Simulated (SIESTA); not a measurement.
## In: relaxation of cell and atoms with PBE

In:

```
In
1.0
    -1.62547    1.62547    2.47370
     1.62547   -1.62547    2.47370
     1.62547    1.62547   -2.47370
In
1
Direct
  0.00000 0.00000 0.00000
```

```yaml
Program: SIESTA 5.4.2
Task: relaxation of cell and atoms
Functional: PBE
Potentials_or_basis: PseudoDojo 0.4 standard (PBE files)
Basis: DZP (energy shift 0.003 Ry; two zetas on semicore shells)
Grid_cutoff: 500 Ry
Energy_shift: 0.003 Ry
k_mesh: 11 × 11 × 11
Occupations: fermi-dirac, width 0.05 eV
Spin: no spin polarisation
Target_pressure: 2 GPa
optimiser: Broyden
force_tolerance: 0.04 eV/Å
```

| Quantity | Value |
| --- | --- |
| Relaxed volume | 26.26 Å³/atom |
| Relaxed cell | a = 3.339 Å, b = 3.339 Å, c = 3.346 Å, α = 120.28°, β = 120.28°, γ = 89.51° |
| Space group after relaxing (to 0.05 Å) | Fm-3m (No. 225) |
| Energy change on relaxing (the enthalpy is what falls) | -2.8 meV/atom |
| Ionic steps | 18 |
| Pressure after relaxing | 1.9 GPa |
| Band gap on the k mesh | none (metal or under the smearing width) |

The path:
```tsv
step	energy change (eV)	largest force (eV/Å)	pressure (GPa)	volume (Å³)
1	0.0000	0.0000	2.39	26.14
2	-0.0001	0.0000	2.38	26.15
3	-0.0031	0.0000	1.94	26.35
4	-0.0029	0.0000	1.96	26.34
5	0.0004	0.0000	2.36	26.40
6	0.0012	0.0000	2.29	26.51
7	0.0010	0.0000	2.28	26.49
8	0.0005	0.0000	2.42	26.15
9	-0.0013	0.0000	2.05	26.56
10	-0.0002	0.0000	2.20	26.49
11	-0.0012	0.0000	2.29	26.39
12	-0.0054	0.0000	1.66	26.45
13	-0.0004	0.0000	2.28	26.08
14	-0.0009	0.0000	2.37	26.07
15	-0.0017	0.0000	2.10	26.18
16	0.0001	0.0000	2.53	26.01
17	-0.0039	0.0000	1.75	26.36
18	-0.0028	0.0000	1.92	26.26
```

Final structure:
```
In
1.0
    -1.66399    1.66081    2.37119
     1.66081   -1.66399    2.37119
     1.66737    1.66737   -2.37328
In
1
Direct
  0.00000 0.00000 0.00000
```

Wall time 10 min on 1 thread of Intel(R) Xeon(R) Platinum 8488C (Sapphire Rapids), with other jobs on the host, peak memory 0.36 GiB.

Caveat: the basis of atomic orbitals isn't converged, which shifts pressures, moduli and gaps. PBE usually gives volumes a little too large and moduli too small.
